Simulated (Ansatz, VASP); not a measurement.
## TaH: VASP beside Ansatz

File INCAR:

```
ALGO = Normal
EDIFF = 1E-6
EDIFFG = -0.01
ENCUT = 600
GGA = PE
IBRION = 2
ISIF = 3
ISMEAR = 0
LASPH = True
LCHARG = False
LREAL = False
LWAVE = False
NELM = 100
NSW = 100
PREC = Accurate
SIGMA = 0.1
```

File KPOINTS:

```
k-points
0
Gamma
  24 24 16
```

POSCAR

```
TaH
1.0
    2.8678101594      0.0000000000      0.0000000000
   -1.4339050797      2.4835964513      0.0000000000
    0.0000000000      0.0000000000      3.6762133563
Ta H
1 1
Direct
    0.0000000000      0.0000000000      0.5000000000
    0.0000000000      0.0000000000      0.0000000000
```

Input for Ansatz:

```yaml
crystal:
  lattice:
    - [2.8678101594, 0.0, 0.0]
    - [-1.4339050797, 2.4835964513, 0.0]
    - [0.0, 0.0, 3.6762133563]
  atoms:
    - { symbol: Ta, position: [0.0, 0.0, 0.5] }
    - { symbol: H, position: [0.0, 0.0, 0.0] }
basis:
  ecutwfc: 420
kpoints:
  mp_grid: { grid: [24, 24, 16] }
hamiltonian:
  xc: pbe
scf:
  occupations: { method: gaussian, width: 0.1 }
output:
  forces: true
  stress: true
  eigenvalues: true
  write_density: true
  write_potential: true
  elf: true
  volumetric_format: npy
relax:
  adjacent_minimum: "off"
  f_tol: 0.01
  max_steps: 80
  cell: { stress_tol: 0.05 }
```

Alike in both runs: task relaxation of cell and atoms; functional PBE; k mesh 24 × 24 × 16; occupations gaussian, width 0.1 eV; no spin polarisation.

|  | VASP | Ansatz |
| --- | --- | --- |
| version | VASP 6.6.1 | Ansatz 0.2.0 |
| potentials or method | VASP PAW PBE potentials, release 64 (Ta_pv, H) | scalar-relativistic, plane waves, PAW |
| plane-wave cutoff (eV) | 600 | 420 |
| valence electrons in the cell | 12 | 14 |

VASP gave:

| Item | Value |
| --- | --- |
| gap on the k mesh at the Fermi level, each at its own relaxed structure (eV) | none |
| relaxed volume (Å³/atom) | 13.13 |
| relaxed cell length with the largest relative difference (Å) | 3.658 |

**Question.** Estimate Ansatz's values.

**Answer.** gap on the k mesh at the Fermi level, each at its own relaxed structure (eV): none; relaxed volume (Å³/atom): 13.12; relaxed cell length with the largest relative difference (Å): 3.655.

A gap of «none» marks a metal or a gap that the smearing closes. The two sets of potentials don't hold the same shells in valence.

Spin-orbit coupling is left out, which matters for the levels of Ta.
